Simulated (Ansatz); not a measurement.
A run of Ansatz 0.2.0 is set up as follows.

Contents of input.yaml:

```yaml
crystal:
  lattice:
    - [-1.5838089719, 1.5838089719, 1.5838089719]
    - [1.5838089719, -1.5838089719, 1.5838089719]
    - [1.5838089719, 1.5838089719, -1.5838089719]
  atoms:
    - { symbol: Mo, position: [0.0, 0.0, 0.0] }
hamiltonian:
  xc: pbe
  pseudopotentials: { kind: paw }
kpoints:
  mp_grid: { grid: [12, 12, 12] }
scf:
  occupations: { method: gaussian, width: 0.028 }
output:
  forces: true
  stress: true
  eigenvalues: true
```

Potentials or basis: Ansatz PAW.

Run with:

```sh
$ ansatz run input.yaml --threads 2 --pin off --max-ram 5632MiB --backend cpu --events-out ev --progress --plain --runs-dir out
```

Task: Predict the band gap on the k mesh.

Result: None (metal or under the smearing width).

Task: What does it give for the pressure?

Result: -1.9 GPa.
